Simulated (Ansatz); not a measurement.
## BaS (CsCl type): G0W0 against its settings

BaS built on the CsCl prototype, relaxed with r2SCAN; one-shot G0W0 in Ansatz without spin-orbit coupling. The cell comes from a prototype generator: it can be a known phase or a hypothetical one. Spin polarisation is off.

```cif
data_structure
_symmetry_space_group_name_H-M 'Pm-3m'
_symmetry_Int_Tables_number 221
_cell_length_a 3.8338
_cell_length_b 3.8338
_cell_length_c 3.8338
_cell_angle_alpha 90.000
_cell_angle_beta 90.000
_cell_angle_gamma 90.000
_cell_volume 56.35
loop_
_atom_site_label
_atom_site_type_symbol
_atom_site_symmetry_multiplicity
_atom_site_Wyckoff_symbol
_atom_site_fract_x
_atom_site_fract_y
_atom_site_fract_z
_atom_site_occupancy
Ba1 Ba 1 a 0.00000 0.00000 0.00000 1
S1 S 1 b 0.50000 0.50000 0.50000 1
```

Gaps are read over the mesh points alone. G0W0 here is at a finite number of bands, screening cutoff and k mesh, not at the basis limit.
```json
{"start": "PBE", "potentials": "PAW", "frequency model": "contour deformation", "mesh": "4×4×4", "empty bands": "91", "screening cutoff (eV)": "80", "Kohn-Sham gap (eV)": "1.55", "G0W0 gap (eV)": "2.47", "rough cost": "9 core-seconds"}
{"start": "PBE", "potentials": "PAW", "frequency model": "contour deformation", "mesh": "4×4×4", "empty bands": "211", "screening cutoff (eV)": "140", "Kohn-Sham gap (eV)": "1.55", "G0W0 gap (eV)": "2.59", "rough cost": "40 core-seconds"}
{"start": "PBE", "potentials": "PAW", "frequency model": "contour deformation", "mesh": "4×4×4", "empty bands": "389", "screening cutoff (eV)": "210", "Kohn-Sham gap (eV)": "1.55", "G0W0 gap (eV)": "2.66", "rough cost": "2.7 core-minutes"}
{"start": "HSE06", "potentials": "PAW", "frequency model": "contour deformation", "mesh": "4×4×4", "empty bands": "211", "screening cutoff (eV)": "140", "Kohn-Sham gap (eV)": "2.45", "G0W0 gap (eV)": "3.04", "rough cost": "110 core-seconds"}
{"start": "LDA", "potentials": "PAW", "frequency model": "contour deformation", "mesh": "4×4×4", "empty bands": "211", "screening cutoff (eV)": "140", "Kohn-Sham gap (eV)": "1.36", "G0W0 gap (eV)": "2.55", "rough cost": "40 core-seconds"}
{"start": "r2SCAN", "potentials": "PAW", "frequency model": "contour deformation", "mesh": "4×4×4", "empty bands": "211", "screening cutoff (eV)": "140", "Kohn-Sham gap (eV)": "1.92", "G0W0 gap (eV)": "2.80", "rough cost": "50 core-seconds"}
{"start": "PBE", "potentials": "PAW", "frequency model": "Godby-Needs pole", "mesh": "4×4×4", "empty bands": "211", "screening cutoff (eV)": "140", "Kohn-Sham gap (eV)": "1.55", "G0W0 gap (eV)": "2.57", "rough cost": "50 core-seconds"}
{"start": "PBE", "potentials": "PAW", "frequency model": "contour deformation", "mesh": "6×6×6", "empty bands": "91", "screening cutoff (eV)": "80", "Kohn-Sham gap (eV)": "1.56", "G0W0 gap (eV)": "2.51", "rough cost": "40 core-seconds"}
{"start": "PBE", "potentials": "norm-conserving", "frequency model": "contour deformation", "mesh": "4×4×4", "empty bands": "211", "screening cutoff (eV)": "140", "Kohn-Sham gap (eV)": "1.56", "G0W0 gap (eV)": "2.60", "rough cost": "60 core-seconds"}
```

The quasiparticle gap on this mesh is 2.66 eV (M to Γ), against 1.55 eV from PBE: +1.11 eV. Renormalisation factors Z lie between 0.74 and 0.79.

Raising bands and cutoff together moves the gap by +0.12 eV (80 to 140 eV), then +0.07 eV (140 to 210 eV); the last step is still large, so the basis limit isn't reached. Starting from HSE06 (2.45 eV against PBE's 1.55 eV) gives 3.04 eV, +0.45 eV from G0W0@PBE at the same screening cutoff. Starting from LDA (1.36 eV against PBE's 1.55 eV) gives 2.55 eV, -0.04 eV from G0W0@PBE at the same screening cutoff. Starting from r2SCAN (1.92 eV against PBE's 1.55 eV) gives 2.80 eV, +0.21 eV from G0W0@PBE at the same screening cutoff. The Godby-Needs plasmon pole differs from contour deformation by -0.02 eV. A 6×6×6 mesh in place of 4×4×4 changes the opening over PBE by +0.03 eV (the gap on the mesh by +0.04 eV). Norm-conserving potentials (wave cutoff 770 eV against 420 eV) shift the quasiparticle gap by +0.01 eV and the PBE gap by +0.01 eV. r2SCAN runs take a wave cutoff of 500 eV.
